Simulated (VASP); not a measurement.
# BaS (Fm-3m) in VASP: notebook, part 3 of 3

VASP 6.6.1. Earlier steps stand in the parts before.

### Step 6. Band structure, r2SCAN, spin-orbit coupling, no magnetisation

Input file INCAR:

```
ALGO     = Normal         # electronic algorithm
EDIFF    = 1E-6           # SCF threshold, eV
ENCUT    = 520            # plane-wave cutoff, eV
GGA_COMPAT= False        
ISIF     = 2              # what is computed and relaxed
ISMEAR   = -1             # smearing method
LASPH    = True           # aspherical terms in the spheres
LCHARG   = False          # write CHGCAR
LMIXTAU  = True         
LORBIT   = 11             # projections on sites
LREAL    = False          # projectors in reciprocal space
LSORBIT  = True           # spin-orbit coupling
LWAVE    = False          # write WAVECAR
MAGMOM   = 0 0 0 0 0 0    # initial moments
METAGGA  = R2SCAN         # meta-GGA
NBANDS   = 28             # bands
NELM     = 80             # most SCF steps
PREC     = Accurate       # precision mode
SIGMA    = 0.05           # smearing width, eV
```

Input file KPOINTS:

```
k-points
0
Gamma
  5 5 5
```

Input file POSCAR:

```
BaS
1.0
    0.0000000000      3.1937500000      3.1937500000
    3.1937500000      0.0000000000      3.1937500000
    3.1937500000      3.1937500000      0.0000000000
Ba S
1 1
Direct
    0.0000000000      0.0000000000      0.0000000000
    0.5000000000      0.5000000000      0.5000000000
```

Input file KPOINTS_OPT:

```
path GXWKGLUWLK,UX
10
line-mode
reciprocal
 0.0000000000  0.0000000000  0.0000000000  G
 0.5000000000  0.0000000000  0.5000000000  X

 0.5000000000  0.0000000000  0.5000000000  X
 0.5000000000  0.2500000000  0.7500000000  W

 0.5000000000  0.2500000000  0.7500000000  W
 0.3750000000  0.3750000000  0.7500000000  K

 0.3750000000  0.3750000000  0.7500000000  K
 0.0000000000  0.0000000000  0.0000000000  G

 0.0000000000  0.0000000000  0.0000000000  G
 0.5000000000  0.5000000000  0.5000000000  L

 0.5000000000  0.5000000000  0.5000000000  L
 0.6250000000  0.2500000000  0.6250000000  U

 0.6250000000  0.2500000000  0.6250000000  U
 0.5000000000  0.2500000000  0.7500000000  W

 0.5000000000  0.2500000000  0.7500000000  W
 0.5000000000  0.5000000000  0.5000000000  L

 0.5000000000  0.5000000000  0.5000000000  L
 0.3750000000  0.3750000000  0.7500000000  K

 0.6250000000  0.2500000000  0.6250000000  U
 0.5000000000  0.0000000000  0.5000000000  X
```

Potentials or basis: VASP PAW PBE potentials, release 64 (Ba_sv, S).

Run with:

```
cat potpaw_PBE.64/Ba_sv/POTCAR potpaw_PBE.64/S/POTCAR > POTCAR
mpirun -np 1 vasp_ncl > vasp.out
```

Wall time 10 min (1 thread of Intel Xeon 6975P-C (Granite Rapids), shared host); peak memory 0.46 GiB.

It converged, with:

| Item | Value |
| --- | --- |
| Free energy | -39.3818 eV |
| Pressure | 1.4 GPa |
| Valence electrons inside the program's atomic spheres | Ba 7.91; S 3.77 |

Caveat: the PAW data sets were made with another functional, which shifts forces and pressure a little.

### Step 7. Summary

```csv
level,spin,k mesh,gap on the mesh (eV),pressure (GPa)
revPBE,off,7 × 7 × 7,2.27,2.6
BLYP,off,7 × 7 × 7,2.25,-
PW91,off,7 × 7 × 7,2.15,1.3
r2SCAN,off,7 × 7 × 7,2.53,1.4
r2SCAN,"SOC, no magnetisation",5 × 5 × 5,-,1.4
```

Alike in all rows: task band structure; potentials or basis VASP PAW PBE potentials, release 64 (Ba_sv, S); cell as given; cutoff (eV) 520; smearing fermi-dirac 0.05 eV.

On the cell as given the gap runs from 2.09 eV (PW91) to 2.46 eV (r2SCAN). The pressure there spans 1.3 GPa (PW91) to 2.6 GPa (revPBE); a positive pressure means that this level wants a larger cell, a negative one a smaller.

Caveats: the PAW data sets were made with another functional, which shifts forces and pressure a little; spin-orbit coupling is left out, which moves the levels of the heavy elements (some runs).

Absolute energies hang on the potentials; compare differences alone.

### Step 8. Comparison with measurements

Step 2. Measured gap of BaS: 3.806 eV (indirect; 2 K; a printed reference work, monograph, original work of 1988). This calculation gives 2.21 eV (-1.59 eV). Spin-orbit coupling on Ba is left out. The value is that of revPBE, without temperature or zero-point motion. Semilocal functionals fall short of measured gaps as a rule.

Step 3. A measured gap of BaS is 3.806 eV (indirect; 2 K; a printed reference work, monograph, original work of 1988); the calculated 2.19 eV misses it by -1.61 eV. Spin-orbit coupling on Ba is left out. The value is that of BLYP, without temperature or zero-point motion. Semilocal functionals fall short of measured gaps as a rule.

Step 4. Measured gap of BaS: 3.806 eV (indirect; 2 K; a printed reference work, monograph, original work of 1988). This calculation gives 2.09 eV (-1.71 eV). Spin-orbit coupling on Ba is left out. The value is that of PW91, without temperature or zero-point motion. Semilocal functionals fall short of measured gaps as a rule.

Step 5. A measured gap of BaS is 3.806 eV (indirect; 2 K; a printed reference work, monograph, original work of 1988); the calculated 2.46 eV misses it by -1.34 eV. Spin-orbit coupling on Ba is left out. The value is that of r2SCAN, without temperature or zero-point motion.
